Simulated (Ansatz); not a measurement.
# BN: the cost of one run

Method: DFT PBEsol, scalar-relativistic, in Ansatz 0.2.0.

## (1) The system as given

The structure is cubic, space group F-43m (No. 216). Conventional cell: a = 3.615 Å, b = 3.615 Å, c = 3.615 Å, α = 90.00°, β = 90.00°, γ = 90.00°. B (site symmetry -43m) has 4 N at 1.57 Å as nearest neighbours. N (site symmetry -43m) is surrounded by 4 B at 1.57 Å.

As a file:

```cif
data_structure
_symmetry_space_group_name_H-M 'F-43m'
_symmetry_Int_Tables_number 216
_cell_length_a 3.6150
_cell_length_b 3.6150
_cell_length_c 3.6150
_cell_angle_alpha 90.000
_cell_angle_beta 90.000
_cell_angle_gamma 90.000
_cell_volume 47.24
loop_
_atom_site_label
_atom_site_type_symbol
_atom_site_symmetry_multiplicity
_atom_site_Wyckoff_symbol
_atom_site_fract_x
_atom_site_fract_y
_atom_site_fract_z
_atom_site_occupancy
B1 B 4 a 0.00000 0.00000 0.00000 1
N1 N 4 c 0.25000 0.25000 0.25000 1
```

The file gives the conventional cell by its symmetry; the runs use the cell typed in the input.

Atoms are numbered in the order of the input: B1, N2.

## (2) After the deformation

Space group F-43m before, R3m after.

## (3) Full-potential LAPW

File input.yaml:

```yaml
crystal:
  lattice:
    - [0.054225, 1.8346125, 1.8346125]
    - [1.8346125, 0.054225, 1.8346125]
    - [1.8346125, 1.8346125, 0.054225]
  atoms:
    - { symbol: B, position: [0.0, 0.0, 0.0] }
    - { symbol: "N", position: [0.75, 0.75, 0.75] }
kpoints:
  mp_grid: { grid: [13, 13, 13] }
  band_path:
    path:
      - [0.0, 0.0, 0.0]
      - [-0.5, -0.5, -0.5]
      - [-0.5, -0.2428775097, -0.7571224903]
      - [-0.2428775097, 0.2428775097, -0.5]
      - [0.0, 0.0, -0.5]
      - [0.0, 0.0, 0.0]
      - [0.0, 0.3714387548, -0.3714387548]
      - [-0.3714387548, 0.0, -0.6285612452]
      - [-0.5, 0.0, -0.5]
    npoints: 5
scf:
  occupations: { method: fermi_dirac, width: 0.03 }
hamiltonian:
  xc: pbesol
  pseudopotentials: { kind: all_electron, lapw: { basis_error: 0.001 } }
output:
  forces: true
  stress: true
  eigenvalues: true
```

Started as:

```sh
> ansatz run input.yaml --threads 1 --pin off --max-ram 3072MiB --backend cpu --events-out ev --progress --plain --runs-dir out
```

Q: Estimate wall time and peak memory on 1 thread of Intel Xeon 6975P-C (Granite Rapids), shared host.

About 13 s, with a peak of 0.4 GiB.
